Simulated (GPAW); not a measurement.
Wanted: an ASE script for a GPAW 26.7.0 run.

| Quantity | Value |
| --- | --- |
| Task | single point |
| Functional | PBE0 |
| Potentials or basis | GPAW PAW data sets (gpaw-data 1.2.1) |
| Cutoff | 600 eV |
| Basis | pw |
| k mesh | 3 × 3 × 3 |
| Occupations | fermi-dirac, width 0.05 eV |
| Spin | no spin polarisation |
| Maxiter | 60 |

The structure of CaF2 (Fluorite) lies in CaF2.cif:

```cif
data_CaF2
_cell_length_a 3.86221724
_cell_length_b 3.86221724
_cell_length_c 3.86221724
_cell_angle_alpha 60.00000000
_cell_angle_beta 60.00000000
_cell_angle_gamma 60.00000000
_space_group_name_H-M_alt 'P1'
_space_group_name_Hall 'P 1'
_space_group_IT_number 1
loop_
_space_group_symop_operation_xyz
'x,y,z'
loop_
_atom_site_label
_atom_site_type_symbol
_atom_site_symmetry_multiplicity
_atom_site_Wyckoff_symbol
_atom_site_fract_x
_atom_site_fract_y
_atom_site_fract_z
_atom_site_occupancy
Ca1 Ca 1 a 0.0000000000 0.0000000000 0.0000000000 1
F1 F 1 a 0.7500000000 0.7500000000 0.7500000000 1
F2 F 1 a 0.2500000000 0.2500000000 0.2500000000 1
```

The input as run:

run.py

```python
from ase.dft.bandgap import bandgap
from ase.io import read, write
from gpaw import GPAW, PW

atoms = read('CaF2.cif')

calc = GPAW(mode=PW(600),
            xc='PBE0',
            kpts={'size': (3, 3, 3), 'gamma': True},
            occupations={'name': 'fermi-dirac', 'width': 0.05},
            nbands=18,
            convergence={'density': 1e-05, 'energy': 1e-05},
            maxiter=60,
            txt='gpaw.txt')
atoms.calc = calc
energy = atoms.get_potential_energy()
forces = atoms.get_forces()
calc.write('gs.gpw')
write('result.traj', atoms)
print(f'Energy: {energy:.6f} eV')
print('Forces (eV/A):')
print(forces.round(4))
print('Fermi level:', round(calc.get_fermi_level(), 4), 'eV')
print(f'Gap: {bandgap(calc)[0]:.4f} eV, direct: {bandgap(calc, direct=True)[0]:.4f} eV')
```

Potentials or basis: GPAW PAW data sets (gpaw-data 1.2.1), pw.

Command:

```console
$ OMP_NUM_THREADS=1 python run.py
```

It gave:

| Quantity | Value |
| --- | --- |
| Band gap on the k mesh | 10.26 eV, indirect (least direct gap 10.37 eV) |

Caveat: the k mesh is coarse (spacing up to 0.66 Å⁻¹), so the values aren't converged, least of all with exact exchange; exact exchange converges slowly with the k mesh, and this mesh is small; the PAW data sets were made with another functional, which shifts forces and pressure a little; an odd mesh through Γ misses points on the zone boundary, where band edges often lie.

Run time: 18 min on 1 thread of Arm Neoverse V2, with other jobs on the host, peak memory 0.28 GiB.
